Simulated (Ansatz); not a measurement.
A plane-wave DFT run in Ansatz 0.2.0 (scalar-relativistic PAW potentials unless the input names others): input and command.

```yaml
crystal:
  lattice:
    - [0.0, 2.2901153498, 2.2901153498]
    - [2.2901153498, 0.0, 2.2901153498]
    - [2.2901153498, 2.2901153498, 0.0]
  atoms:
    - { symbol: Si, position: [0.0, 0.0, 0.0], spin: 2.0 }
    - { symbol: O, position: [0.25, 0.25, 0.25] }
    - { symbol: O, position: [0.75, 0.75, 0.75] }
basis:
  ecutwfc: 420
kpoints:
  mp_grid: { grid: [10, 10, 10] }
hamiltonian:
  xc: pbe
scf:
  occupations: { method: gaussian, width: 0.02 }
  max_iter: 75
output:
  forces: true
  eigenvalues: true
  stress: true
```

```bash
ansatz run input.yaml --threads 1 --pin off --max-ram 2560MiB --backend cpu --events-out ev --progress --plain --runs-dir out
```

Task: What is wrong with this input?

Result: The program refuses it, because of a moment without spin polarisation (crystal.atoms[0].spin: not typed → 2.0). Without that key it is accepted.

Abridged log:
```
Error: inconsistent input (magnetization.spin_polarized): false but per-atom `spin:`, `per_species`, `initial_magnetization`, `magnetic_field`, or `spin_locking` is set
```